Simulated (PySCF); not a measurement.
Structure problem from calculated spectra and properties.

Formula: C4H2O3.

| Quantity | Value |
| --- | --- |
| XPS | C1s 292.5 (×2), C1s 295.7 (×2), O1s 538.8 (×2), O1s 540.4 eV [ΔSCF SCAN, pcX-2 on the ionised atom, pcseg-1 elsewhere, spin-free X2C] |
| UV, first state | lowest singlet excitation: 4.11 eV (302 nm, f = 0.000) [TDDFT CAM-B3LYP/def2-SVPD] |
| UV, strongest line | among the 10 lowest singlet transitions: S4 at 6.35 eV (195 nm, f = 0.355) [TDDFT CAM-B3LYP/def2-SVPD] |
| Couplings | largest of the computed one-bond spin–spin couplings (means over like bonds): 13C–1H +194.9 (×2), 13C–13C +73.4, 13C–13C +66.0 (×2), 17O–13C +31.2 (×2), 17O–13C +21.2 (×2) Hz [B3LYP/pcJ-1] |
| 13C NMR | chemical shifts (computed TMS as zero) by class: 176.4 (2 C), 150.6 (2 C) ppm [GIAO CAM-B3LYP/pcSseg-2] |
| NMR, other nuclei | isotropic shieldings of nuclei other than C and H, by class: -161 (2 O), 22 (1 O) ppm [GIAO CAM-B3LYP/pcSseg-2] |
| Dipole | 4.33 D [CAM-B3LYP/def2-SVPD] |
| Rotational structure | rotational constants A, B, C: 6.884, 2.485, 1.826 GHz [PBE0-D3(BJ)/def2-SVP] |
| Polarisability | 53.6 au [CAM-B3LYP/def2-SVPD] |
| 1H NMR | chemical shifts (computed TMS as zero) by class: 6.94 (2 H) ppm [GIAO CAM-B3LYP/pcSseg-2] |

Gas-phase values; electronic properties from PySCF, density fitting. Levels stand in brackets. Isolated species at its PBE0-D3(BJ)/def2-SVP geometry, gas phase. Each NMR value is the plain mean over a class of atoms that symmetry, rotation or inversion makes alike.

Question: Propose a structure and show how it fits.

Answer: Numbering: `[O:1]=[C:2]1[CH:3]=[CH:4][C:5](=[O:6])[O:7]1`. Its formula, C4H2O3, gives 4 degrees of unsaturation: 1 ring and 3 π bonds in the structure found. 4 carbons fall into 2 classes; from least to most shielded: anhydride carbonyl carbon [C2/C5] (176.4 ppm, 2 C), alkene CH carbon [C3/C4] (150.6 ppm, 2 C). All hydrogens form one class (6.94 ppm): vinylic hydrogen. The other shieldings belong to: -161 ppm, anhydride carbonyl oxygen [O1/O6]; 22 ppm, anhydride bridging oxygen [O7]. The couplings run between: +194.9 Hz, alkene CH carbon [C3] and its hydrogen (with 1 like pair); +73.4 Hz, alkene CH carbon [C3] and alkene CH carbon [C4]; +66.0 Hz, anhydride carbonyl carbon [C2] and alkene CH carbon [C3] (with 1 like pair); +31.2 Hz, anhydride bridging oxygen [O7] and anhydride carbonyl carbon [C2] (with 1 like pair); +21.2 Hz, anhydride carbonyl oxygen [O1] and anhydride carbonyl carbon [C2] (with 1 like pair). The core levels belong to: C1s 292.5 eV, alkene CH carbon [C3/C4]; C1s 295.7 eV, anhydride carbonyl carbon [C2/C5]; O1s 538.8 eV, anhydride carbonyl oxygen [O1/O6]; O1s 540.4 eV, anhydride bridging oxygen [O7]. S1 is mainly HOMO→LUMO (weight 0.95); the largest Löwdin shares of the orbital it empties are 0.35 on each of 2 atoms of one kind (anhydride carbonyl oxygen) and 0.09 on the anhydride bridging oxygen, of the orbital it fills 0.21 on each of 2 atoms of one kind (alkene CH carbon) and 0.14 on each of 2 atoms of one kind (anhydride carbonyl oxygen). The optimised geometry has point group C2v and is an asymmetric top. Structure: maleic anhydride (`O=C1C=CC(=O)O1`). The assignments are read from this structure; whether some other isomer fits the data as well wasn't checked.
